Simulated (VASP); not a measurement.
# Zn in VASP: a series of runs, part 2 of 2

VASP 6.6.1.

## Step 4: Work function, PBE

File INCAR:

```
PREC = Accurate
ENCUT = 520
EDIFF = 1E-7
ISMEAR = -1
SIGMA = 0.05
LREAL = F
LASPH = T
NELM = 60
ALGO = Normal
ISIF = 2
LWAVE = F
LCHARG = F
LDIPOL = T
IDIPOL = 3
DIPOL = 0.5 0.5 0.500
GGA = PE
EFIELD = 0
LVHAR = T
LVACPOTAV = T
```

File KPOINTS:

```
Automatic mesh
0
Gamma
  12 12 1
```

File POSCAR:

```
Zn
1.0
    2.6169740200      0.0000000000      0.0000000000
   -1.3084870100      2.2681701736      0.0000000000
    0.0000000000      0.0000000000     27.1587934876
Zn
6
Direct
    0.3393536486      0.6787072973      0.2761536518
    0.0115275509      0.0230551018      0.3651252919
    0.3508811995      0.7017623991      0.4550417640
    0.6902348482      0.3804696963      0.5449582360
    0.3624087504      0.7248175009      0.6339298761
    0.7017623991      0.4035247981      0.7238463482
```

Potentials or basis: VASP PAW PBE potentials, release 64 (Zn).

Run with:

```bash
$ cat potpaw_PBE.64/Zn/POTCAR > POTCAR
$ mpirun -np 1 vasp_std > vasp.out
```

OUTCAR:

```text
PREC = Accurate
   ENCUT = 520
   EDIFF = 1E-7
   ISMEAR = -1
   LREAL = F
   LASPH = T
   NELM = 60
   ISIF = 2
   GGA = PE

 ion  position               nearest neighbor table
   1  0.339  0.679  0.276-   2 2.84   2 2.86   2 2.86
   2  0.012  0.023  0.365-   1 2.84   1 2.86   1 2.86   3 2.86   3 2.86   3 2.89
   3  0.351  0.702  0.455-   4 2.86   4 2.86   2 2.86   2 2.86   4 2.89   2 2.89
   4  0.690  0.380  0.545-   5 2.84   5 2.86   5 2.86   3 2.86   3 2.86   3 2.89
   5  0.362  0.725  0.634-   4 2.84   4 2.86   4 2.86   6 2.86   6 2.86   6 2.89
   6  0.702  0.404  0.724-   5 2.86   5 2.86   5 2.89

  LATTYP: Found a base centered orthorhombic cell.
[... 1315 lines left out ...]
  Total        1.0291925      1.0559142      2.3328433      0.0000000     -0.1356592      0.0000000
  in kB       10.2287292     10.4943049     23.1851883      0.0000000     -1.3482620      0.0000000
  external PRESSURE =      14.6360741 kB  Pullay stress =       0.0000000 kB

 VOLUME and BASIS-vectors are now :
 -----------------------------------------------------------------------------
  energy-cutoff  :      520.00
  volume of cell :      161.21
      direct lattice vectors                 reciprocal lattice vectors
     2.616974020  0.000000000  0.000000000     0.382120721  0.220442013  0.000000000
    -1.308487010  2.268170174  0.000000000     0.000000000  0.440884027  0.000000000
     0.000000000  0.000000000 27.158793488     0.000000000  0.000000000  0.036820487

 POSITION                                       TOTAL-FORCE (eV/Angst)
 -----------------------------------------------------------------------------------
     -0.00000      1.53942      7.50000        -0.000000      0.012227     -0.211210
      0.00000      0.05229      9.91636        -0.000000     -0.003333      0.021499
     -0.00000      1.59172     12.35839        -0.000000     -0.000231      0.001282
      1.30849      0.86297     14.80041        -0.000000      0.004899     -0.015790
     -0.00000      1.64401     17.21677        -0.000000     -0.002535      0.036561
      1.30849      0.91526     19.65879         0.000000     -0.011026      0.167657
 -----------------------------------------------------------------------------------
    total drift:                                0.000000      0.001792      0.002798

  FREE ENERGIE OF THE ION-ELECTRON SYSTEM (eV)
  ---------------------------------------------------
  free  energy   TOTEN  =        -6.3693971568 eV

  energy  without entropy=       -6.3573137987  energy(sigma->0) =       -6.36335548

 vacuum level on the upper side and lower side of the slab         4.110         4.121
```

OSZICAR:

```text
N       E                     dE             d eps       ncg     rms          rms(c)
DAV:   1     0.499952304953E+03    0.49995E+03   -0.35908E+04  3722   0.223E+03
DAV:   2     0.387864025507E+02   -0.46117E+03   -0.45202E+03  3698   0.464E+02
DAV:   3    -0.610803912789E+01   -0.44894E+02   -0.44534E+02  3926   0.157E+02
[... 20 lines left out ...]
DAV:  24    -0.636939332997E+01   -0.28125E-05   -0.12353E-07  2436   0.629E-03    0.618E-04
DAV:  25    -0.636939555013E+01   -0.22202E-05   -0.81163E-08  2291   0.515E-03    0.427E-04
DAV:  26    -0.636939662911E+01   -0.10790E-05   -0.30626E-08  2253   0.340E-03    0.250E-04
DAV:  27    -0.636939706911E+01   -0.44000E-06   -0.14360E-08  2212   0.174E-03    0.164E-04
DAV:  28    -0.636939715684E+01   -0.87737E-07   -0.27705E-09  2154   0.103E-03
   1 F= -.63693972E+01 E0= -.63633555E+01  d E =-.120834E-01
```

Wall time 6.1 min (1 thread of Intel Xeon Platinum 8559C (Emerald Rapids), shared host); peak memory 0.38 GiB.

What came out:

```yaml
Free_energy: -6.3694 eV
Largest_force: 0.212 eV/Å
Band_gap_on_the_k_mesh: none (metal or under the smearing width)
Work_function_of_the_upper_face: 4.05 eV
Work_function_of_the_lower_face: 4.06 eV
```

Forces on the atoms (eV/Å):
```
Zn   0.000  0.012 -0.211
Zn   0.000 -0.003  0.021
Zn   0.000  0.000  0.001
Zn   0.000  0.005 -0.016
Zn   0.000 -0.003  0.037
Zn   0.000 -0.011  0.168
```

Levels at points of the mesh, in eV from the Fermi level:
```
           k point  band 32  band 33  band 34  band 35  band 36  band 37  band 38  band 39  band 40  band 41
(0.00, 0.00, 0.00)    -7.10    -7.09    -7.09    -6.17    -4.42    -3.05    -0.71     1.49     3.20     3.74
(0.50, 0.00, 0.00)    -2.70    -2.31    -2.06    -1.67    -1.61     0.16     0.64     1.21     1.37     2.54
(0.00, 0.50, 0.00)    -2.69    -2.36    -2.01    -1.71    -1.57     0.03     0.69     1.18     1.42     2.46
```

## Step 5: Work function, PBE

INCAR: that of step 4 with these lines changed.

```diff
@@ -16,3 +16,3 @@
 GGA = PE
-EFIELD = 0
+EFIELD = 0.1
 LVHAR = T
```

KPOINTS is that of step 4.

POSCAR is that of step 4.

Potentials or basis: VASP PAW PBE potentials, release 64 (Zn).

Run with:

```bash
$ cat potpaw_PBE.64/Zn/POTCAR > POTCAR
$ mpirun -np 1 vasp_std > vasp.out
```

OUTCAR:

```text
PREC = Accurate
   ENCUT = 520
   EDIFF = 1E-7
   ISMEAR = -1
   LREAL = F
   LASPH = T
   NELM = 60
   ISIF = 2
   GGA = PE

 ion  position               nearest neighbor table
   1  0.339  0.679  0.276-   2 2.84   2 2.86   2 2.86
   2  0.012  0.023  0.365-   1 2.84   1 2.86   1 2.86   3 2.86   3 2.86   3 2.89
   3  0.351  0.702  0.455-   4 2.86   4 2.86   2 2.86   2 2.86   4 2.89   2 2.89
   4  0.690  0.380  0.545-   5 2.84   5 2.86   5 2.86   3 2.86   3 2.86   3 2.89
   5  0.362  0.725  0.634-   4 2.84   4 2.86   4 2.86   6 2.86   6 2.86   6 2.89
   6  0.702  0.404  0.724-   5 2.86   5 2.86   5 2.89

  LATTYP: Found a base centered orthorhombic cell.
[... 1316 lines left out ...]
  Total        1.0312605      1.0578636      2.3323478      0.0000000     -0.1357230      0.0000000
  in kB       10.2492824     10.5136798     23.1802642      0.0000000     -1.3488963      0.0000000
  external PRESSURE =      14.6477421 kB  Pullay stress =       0.0000000 kB

 VOLUME and BASIS-vectors are now :
 -----------------------------------------------------------------------------
  energy-cutoff  :      520.00
  volume of cell :      161.21
      direct lattice vectors                 reciprocal lattice vectors
     2.616974020  0.000000000  0.000000000     0.382120721  0.220442013  0.000000000
    -1.308487010  2.268170174  0.000000000     0.000000000  0.440884027  0.000000000
     0.000000000  0.000000000 27.158793488     0.000000000  0.000000000  0.036820487

 POSITION                                       TOTAL-FORCE (eV/Angst)
 -----------------------------------------------------------------------------------
     -0.00000      1.53942      7.50000         0.000000      0.012231     -0.212213
      0.00000      0.05229      9.91636         0.000000     -0.003320      0.022706
     -0.00000      1.59172     12.35839         0.000000     -0.000239      0.000849
      1.30849      0.86297     14.80041         0.000000      0.004890     -0.016131
     -0.00000      1.64401     17.21677         0.000000     -0.002544      0.037724
      1.30849      0.91526     19.65879        -0.000000     -0.011018      0.167065
 -----------------------------------------------------------------------------------
    total drift:                                0.000000      0.001794      0.002724

  FREE ENERGIE OF THE ION-ELECTRON SYSTEM (eV)
  ---------------------------------------------------
  free  energy   TOTEN  =        -6.3718700918 eV

  energy  without entropy=       -6.3597843028  energy(sigma->0) =       -6.36582720

 vacuum level on the upper side and lower side of the slab         3.647         4.576
```

stdout:

```text
POSCAR found type information on POSCAR Zn
 POSCAR found :  1 types and       6 ions
 scaLAPACK will be used
 LDA part: xc-table for (Slater+PW92), standard interpolation
 POSCAR, INCAR and KPOINTS ok, starting setup
 FFT: planning ... GRIDC
 FFT: planning ... GRID_SOFT
 FFT: planning ... GRID
 WAVECAR not read
 entering main loop
 -----------------------------------------------------------------------------
|                                                                             |
|           W    W    AA    RRRRR   N    N  II  N    N   GGGG   !!!           |
|           W    W   A  A   R    R  NN   N  II  NN   N  G    G  !!!           |
|           W    W  A    A  R    R  N N  N  II  N N  N  G       !!!           |
|           W WW W  AAAAAA  RRRRR   N  N N  II  N  N N  G  GGG   !            |
|           WW  WW  A    A  R   R   N   NN  II  N   NN  G    G                |
|           W    W  A    A  R    R  N    N  II  N    N   GGGG   !!!           |
|                                                                             |
|     Did not find any points to average over, which means that no vacuum     |
|     field-free region was found. Please increase the size of  your cell     |
|     in the dimension of the dipole correction to obtain accurate            |
|     workfunction values.                                                    |
|                                                                             |
 -----------------------------------------------------------------------------
```

It took 6.8 min on 1 thread of Intel Xeon Platinum 8559C (Emerald Rapids), shared host; peak memory 0.38 GiB.

What came out:

```
Free energy                     : -6.3719 eV
Largest force                   : 0.213 eV/Å
Band gap on the k mesh          : none (metal or under the smearing width)
Work function of the upper face : 3.59 eV
Work function of the lower face : 4.52 eV
```

Forces on the atoms (eV/Å):
```
Zn   0.000  0.012 -0.212
Zn   0.000 -0.003  0.023
Zn   0.000  0.000  0.001
Zn   0.000  0.005 -0.016
Zn   0.000 -0.003  0.038
Zn   0.000 -0.011  0.167
```

Levels at points of the mesh, in eV from the Fermi level:
```csv
k point,band 32,band 33,band 34,band 35,band 36,band 37,band 38,band 39,band 40,band 41
"(0.00, 0.00, 0.00)",-7.10,-7.10,-7.09,-6.17,-4.42,-3.05,-0.71,1.48,3.17,3.73
"(0.50, 0.00, 0.00)",-2.70,-2.31,-2.06,-1.67,-1.61,0.16,0.64,1.21,1.37,2.54
"(0.00, 0.50, 0.00)",-2.69,-2.36,-2.01,-1.71,-1.58,0.03,0.69,1.18,1.43,2.46
```
